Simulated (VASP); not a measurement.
# CdF2 (Fm-3m) in VASP: electric field gradients with r2SCAN

Aim: the electric field gradients of CdF2 with r2SCAN.

All numbers are computed with VASP 6.6.1; they aren't measurements. Logs are shortened: lines on timing, memory, paths and dates and some standing lists are left out, and cuts for length are marked.

### Step 1. The structure

It takes space group Fm-3m (No. 225, cubic). The conventional cell has a = 5.401 Å, b = 5.401 Å, c = 5.401 Å, α = 90.00°, β = 90.00°, γ = 90.00°. Cd (site symmetry m-3m) has 8 F at 2.34 Å as nearest neighbours. Around F (site symmetry -43m) lie 4 Cd at 2.34 Å.

The cell is a database's computed one.

### Step 2. Electric field gradients, r2SCAN

Contents of POSCAR:

```
CdF2
1.0
    0.0000000000      2.7005188915      2.7005188915
    2.7005188915      0.0000000000      2.7005188915
    2.7005188915      2.7005188915      0.0000000000
Cd F
1 2
Direct
    0.0000000000      0.0000000000      0.0000000000
    0.2500000000      0.2500000000      0.2500000000
    0.7500000000      0.7500000000      0.7500000000
```

Contents of INCAR.step1:

```
SYSTEM = CdF2
PREC = Accurate ; ENCUT = 520
ISMEAR = -1 ; SIGMA = 0.01
LREAL = .False. ; LASPH = .True.
NELM = 100 ; NBANDS = 20
GGA = PE ; ALGO = Normal
EDIFF = 1E-4 ; LWAVE = .True.
LCHARG = .False.
```

Contents of INCAR.step2:

```
SYSTEM = CdF2
PREC = Accurate ; ENCUT = 520
EDIFF = 1E-8 ; ISMEAR = -1
SIGMA = 0.01 ; LREAL = .False.
LASPH = .True. ; NELM = 100
ALGO = Normal ; ISIF = 2
LWAVE = .False. ; LCHARG = .False.
METAGGA = R2SCAN ; LMIXTAU = .True.
LEFG = .True. ; NBANDS = 20
ISTART = 1
```

Contents of KPOINTS:

```
regular mesh
0
Gamma
  8 8 8
  0 0 0
```

Potentials or basis: VASP PAW PBE potentials, release 64 (Cd, F).

Launch:

```bash
$ cat potpaw_PBE.64/Cd/POTCAR potpaw_PBE.64/F/POTCAR > POTCAR
$ cp INCAR.step1 INCAR
$ mpirun -np 1 vasp_std > vasp.out
$ cp INCAR.step2 INCAR
$ mpirun -np 1 vasp_std > vasp.out
```

OUTCAR:

```text
SYSTEM = CdF2
   PREC = Accurate
   ENCUT = 520
   EDIFF = 1E-8
   ISMEAR = -1
   LREAL = .False.
   LASPH = .True.
   NELM = 100
   ISIF = 2
   METAGGA = R2SCAN
   ISTART = 1

 ion  position               nearest neighbor table
   1  0.000  0.000  0.000-   3 2.34   3 2.34   3 2.34   2 2.34   3 2.34   2 2.34   2 2.34   2 2.34

   2  0.250  0.250  0.250-   1 2.34   1 2.34   1 2.34   1 2.34
   3  0.750  0.750  0.750-   1 2.34   1 2.34   1 2.34   1 2.34

  LATTYP: Found a face centered cubic cell.
 ALAT       =     5.4010377830

  Lattice vectors:

 A1 = (   0.0000000000,   2.7005188915,   2.7005188915)
 A2 = (   2.7005188915,   0.0000000000,   2.7005188915)
 A3 = (   2.7005188915,   2.7005188915,   0.0000000000)

Analysis of symmetry for initial positions (statically):
=====================================================================
 Subroutine PRICEL returns:
 Original cell was already a primitive cell.

 Routine SETGRP: Setting up the symmetry group for a
 face centered cubic supercell.

 Subroutine GETGRP returns: Found 48 space group operations
 (whereof 48 operations were pure point group operations)
 out of a pool of 48 trial point group operations.

The static configuration has the point symmetry O_h .

Analysis of symmetry for dynamics (positions and initial velocities):
=====================================================================
 Subroutine PRICEL returns:
 Original cell was already a primitive cell.

 Routine SETGRP: Setting up the symmetry group for a
 face centered cubic supercell.

 Subroutine GETGRP returns: Found 48 space group operations
 (whereof 48 operations were pure point group operations)
 out of a pool of 48 trial point group operations.

The dynamic configuration has the point symmetry O_h .

 Subroutine INISYM returns: Found 48 space group operations
 (whereof 48 operations are pure point group operations),
 and found     1 'primitive' translations

----------------------------------------------------------------------------------------

                                     Primitive cell

  volume of cell :      39.3887

  direct lattice vectors                    reciprocal lattice vectors
     0.000000000  2.700518891  2.700518891    -0.185149603  0.185149603  0.185149603
     2.700518891  0.000000000  2.700518891     0.185149603 -0.185149603  0.185149603
     2.700518891  2.700518891  0.000000000     0.185149603  0.185149603 -0.185149603

  length of vectors
     3.819110442  3.819110442  3.819110442     0.320688519  0.320688519  0.320688519

  position of ions in fractional coordinates (direct lattice)
     0.000000000  0.000000000  0.000000000
     0.250000000  0.250000000  0.250000000
     0.750000000  0.750000000  0.750000000

  ion indices of the primitive-cell ions
   primitive index   ion index
                 1           1
                 2           2
                 3           3

----------------------------------------------------------------------------------------

 KPOINTS: regular mesh

Automatic generation of k-mesh.
 Grid dimensions read from file:
 generate k-points for:    8    8    8

 Generating k-lattice:

  Cartesian coordinates                     Fractional coordinates (reciprocal lattice)
    -0.023143700  0.023143700  0.023143700     0.125000000  0.000000000  0.000000000
     0.023143700 -0.023143700  0.023143700     0.000000000  0.125000000  0.000000000
     0.023143700  0.023143700 -0.023143700     0.000000000  0.000000000  0.125000000

  Length of vectors
     0.040086065  0.040086065  0.040086065

  Shift w.r.t. Gamma in fractional coordinates (k-lattice)
     0.000000000  0.000000000  0.000000000

 Subroutine IBZKPT returns following result:
 ===========================================

 Found     29 irreducible k-points:

 Following reciprocal coordinates:
            Coordinates               Weight
  0.000000  0.000000  0.000000      1.000000
  0.125000  0.000000  0.000000      8.000000
  0.250000  0.000000  0.000000      8.000000
  0.375000  0.000000  0.000000      8.000000
  0.500000  0.000000  0.000000      4.000000
  0.125000  0.125000  0.000000      6.000000
[... 16 lines left out ...]
  0.500000  0.250000  0.125000     48.000000
 -0.375000  0.250000  0.125000     24.000000
 [... further k-points ...]
   k-points           NKPTS =     29   k-points in BZ     NKDIM =     29   number of bands    NBANDS=     20
   number of dos      NEDOS =    301   number of ions     NIONS =      3
   total plane-waves  NPLWV =  21952
   dimension x,y,z NGX =    28 NGY =   28 NGZ =   28
   dimension x,y,z NGXF=    56 NGYF=   56 NGZF=   56
   ions per type =               1   2
   NGX,Y,Z   is equivalent  to a cutoff of  12.19, 12.19, 12.19 a.u.
   NGXF,Y,Z  is equivalent  to a cutoff of  24.38, 24.38, 24.38 a.u.
 SYSTEM =  CdF2
   PREC   = accura    normal or accurate (medium, high low for compatibility)
   ISTART =      1    job   : 0-new  1-cont  2-samecut
   ICHARG =      0    charge: 1-file 2-atom 10-const
   ISPIN  =      1    spin polarized calculation?
   LNONCOLLINEAR =      F non collinear calculations
   LSORBIT =      F    spin-orbit coupling
   LASPH  =      T    aspherical Exc in radial PAW
   ENCUT  =  520.0 eV  38.22 Ry    6.18 a.u.   7.10  7.10  7.10*2*pi/ulx,y,z
   NELM   =    100;   NELMIN=  2; NELMDL=  0     # of ELM steps
   EDIFF  = 0.1E-07   stopping-criterion for ELM
   LREAL  =      F    real-space projection
   EDIFFG = 0.1E-06   stopping-criterion for IOM
   NSW    =      0    number of steps for IOM
   IBRION =     -1    ionic relax: 0-MD 1-quasi-New 2-CG
   NFREE  =      0    steps in history (QN), initial steepest desc. (CG)
   ISIF   =      2    stress and relaxation
   ISYM   =      2    0-nonsym 1-usesym 2-fastsym
   POTIM  = 0.5000    time-step for ionic-motion
   TEBEG  =    0.0;   TEEND  =   0.0 temperature during run
   PSTRESS=    0.0 pullay stress
   NELECT =      26.0000    total number of electrons
   NUPDOWN=      -1.0000    fix difference up-down
   EMIN   =  10.00;   EMAX   =-10.00  energy-range for DOS
   EFERMI =   0.00;   METHOD = LEGACY
   ISMEAR =    -1;   SIGMA  =   0.01  broadening in eV -4-tet -1-fermi 0-gaus
   EFERMI_NEDOS =   21; number of points for ismear=-14 and -15
   IALGO  =     38    algorithm
   IMIX   =      4    mixing-type and parameters
     AMIX     =   0.40;   BMIX     =  1.00
     AMIX_MAG =   1.60;   BMIX_MAG =  1.00
  volume/ion in A,a.u.               =      13.13        88.60
  Fermi-wavevector in a.u.,A,eV,Ry     =   1.425417  2.693648 27.644519  2.031815
  Thomas-Fermi vector in A             =   2.545804
   LORBIT       =      0    0 simple, 1 ext, 2 COOP (PROOUT), +10 PAW based schemes
   METAGGA = R2SCAN    functional components
   LHFCALC =     F    Hartree Fock is set to
   AEXX    =    0.0000 exact exchange contribution
   IVDW    =     0    specifies the selected vdW correction
   LEPSILON=     F    determine dielectric tensor
   LRPA    =     F    only Hartree local field effects (RPA)
 non-spin polarized calculation
  energy-cutoff  :      520.00
  volume of cell :       39.39
 maximum number of plane-waves:      1069
   NGX = 15   NGY = 15   NGZ = 15

 number of electron      25.9999985 magnetization

 Free energy of the ion-electron system (eV)
  ---------------------------------------------------
  ext. energy  EPLUGINS =         0.00000000
  ---------------------------------------------------
  free energy    TOTEN  =       -33.72093183 eV

  energy without entropy =      -33.72093183  energy(sigma->0) =      -33.72093183

 E-fermi :  -1.6792     XC(G=0): -11.0059

 val. band max:       -1.9218777981   @ k =  -0.2500   0.5000   0.2500
 cond. band min:       1.8021993523   @ k =   0.0000   0.0000   0.0000
 fundamental gap:      3.7240771504
 Fermi energy:        -1.6792365483

 k-point     1 :       0.0000    0.0000    0.0000
  band No.  band energies     occupation
      1     -23.8207      2.00000
      2     -22.7739      2.00000
      3      -7.5290      2.00000
      4      -7.5290      2.00000
      5      -7.5290      2.00000
      6      -6.3238      2.00000
[... 12 lines left out ...]
     19      18.8834      0.00000
[... 513 lines left out ...]
      4      -6.9654      2.00000
      5      -6.3788      2.00000
      6      -6.3589      2.00000
[... 12 lines left out ...]
     19      17.5253      0.00000
     20      21.4159      0.00000

 [... further k-points ...]

------------------------ aborting loop because EDIFF is reached ----------------------------------------

  FORCE on cell =-STRESS in cart. coord.  units (eV):
  Direction    XX          YY          ZZ          XY          YZ          ZX
  --------------------------------------------------------------------------------------
  -------------------------------------------------------------------------------------
  Total        0.0403823      0.0403823      0.0403823      0.0000000      0.0000000      0.0000000
  in kB        1.6425915      1.6425915      1.6425915      0.0000000      0.0000000      0.0000000
  external PRESSURE =       1.6425915 kB  Pullay stress =       0.0000000 kB

 VOLUME and BASIS-vectors are now :
 -----------------------------------------------------------------------------
  energy-cutoff  :      520.00
  volume of cell :       39.39
      direct lattice vectors                 reciprocal lattice vectors
     0.000000000  2.700518891  2.700518891    -0.185149603  0.185149603  0.185149603
     2.700518891  0.000000000  2.700518891     0.185149603 -0.185149603  0.185149603
     2.700518891  2.700518891  0.000000000     0.185149603  0.185149603 -0.185149603

 POSITION                                       TOTAL-FORCE (eV/Angst)
 -----------------------------------------------------------------------------------
      0.00000      0.00000      0.00000         0.000000     -0.000000     -0.000000
      1.35026      1.35026      1.35026         0.000000      0.000000      0.000000
      4.05078      4.05078      4.05078        -0.000000     -0.000000     -0.000000
 -----------------------------------------------------------------------------------
    total drift:                                0.000000      0.000000      0.000000

  FREE ENERGIE OF THE ION-ELECTRON SYSTEM (eV)
  ---------------------------------------------------
  free  energy   TOTEN  =       -33.7209318281 eV

  energy  without entropy=      -33.7209318281  energy(sigma->0) =      -33.72093183

 Electric field gradients (V/A^2)
---------------------------------------------------------------------
 ion       V_xx      V_yy      V_zz      V_xy      V_xz      V_yz
---------------------------------------------------------------------
   1      -0.000     0.000     0.000    -0.002    -0.002    -0.002
   2       0.000     0.000    -0.000     0.008     0.008     0.008
   3       0.000     0.000    -0.000     0.008     0.008     0.008
---------------------------------------------------------------------

 Electric field gradients after diagonalization (V/A^2)
 (convention: |V_zz| > |V_xx| > |V_yy|)
----------------------------------------------------------------------
 ion       V_xx      V_yy      V_zz     asymmetry (V_yy - V_xx)/ V_zz
----------------------------------------------------------------------
   1       0.002     0.002    -0.004       0.000
   2      -0.008    -0.008     0.017       0.000
   3      -0.008    -0.008     0.017       0.000
----------------------------------------------------------------------

           NMR quadrupolar parameters

 Cq : quadrupolar parameter    Cq=e*Q*V_zz/h
 eta: asymmetry parameters     (V_yy - V_xx)/ V_zz
 Q  : nuclear electric quadrupole moment in mb (millibarn)
----------------------------------------------------------------------
 ion       Cq(MHz)       eta       Q (mb)
----------------------------------------------------------------------
   1      -0.000       0.000       1.000
   2       0.000       0.000       1.000
   3       0.000       0.000       1.000
----------------------------------------------------------------------
```

It took 80 s on 1 thread of Intel Xeon Platinum 8488C (Sapphire Rapids), shared host; peak memory 0.17 GiB.

Results:

```yaml
Free_energy: -33.7209 eV
Pressure: 0.2 GPa
Band_gap_on_the_k_mesh: 3.72 eV, indirect (least direct gap 4.24 eV)
```

Electric field gradients, principal values (V/Å²):
| atom | Vxx | Vyy | Vzz |
| --- | --- | --- | --- |
| 1 Cd | 0.002 | 0.002 | -0.004 |
| 2 F | -0.008 | -0.008 | 0.017 |
| 3 F | -0.008 | -0.008 | 0.017 |

Caveat: the PAW data sets were made with another functional, which shifts forces and pressure a little.
